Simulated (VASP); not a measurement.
Zr under changes of volume

One of the cells (23.746 Å³/atom); the others are scaled copies at fixed shape and fractional positions:

```
Zr
1.0
     3.25340    0.00000    0.00000
    -1.62670    2.81753    0.00000
     0.00000    0.00000    5.18109
Zr
2
Direct
  0.66667 0.33333 0.75000
  0.33333 0.66667 0.25000
```

```yaml
Program: VASP 6.6.1
Functional: PBEsol
Potentials_or_basis: VASP PAW PBE potentials, release 64 (Zr_sv)
Cutoff: 520 eV
k_mesh: 9 × 9 × 5
Occupations: fermi-dirac, width 0.05 eV
Spin: no spin polarisation
```

```csv
volume (Å³/atom),energy over the lowest point (meV/atom),pressure (GPa)
21.884,?,?
22.350,0.00,0.7
22.815,0.81,-1.4
23.746,18.80,-4.9
24.212,35.13,-6.5
24.678,55.83,-7.9
```

**Question.** What does the run at 21.884 Å³/atom give?

**Answer.** Energy over the lowest point 5.30 meV/atom; pressure 2.9 GPa.

Worked out: A Birch-Murnaghan fit of order 3 (a polynomial in V^(-2/3)) to the other rows has its minimum at 22.52 Å³/atom with B0 = V·E''(V) = 98 GPa and B' = 3.1 at fixed shape and positions, which overstates the stiffness. It gives 5.29 meV/atom at 21.884 Å³/atom, against the run's 5.30, and -dE/dV = 2.9 GPa, against 2.9.

Energies are extrapolated to zero smearing.

Caveats: the PAW data sets were made with another functional, which shifts forces and pressure a little.
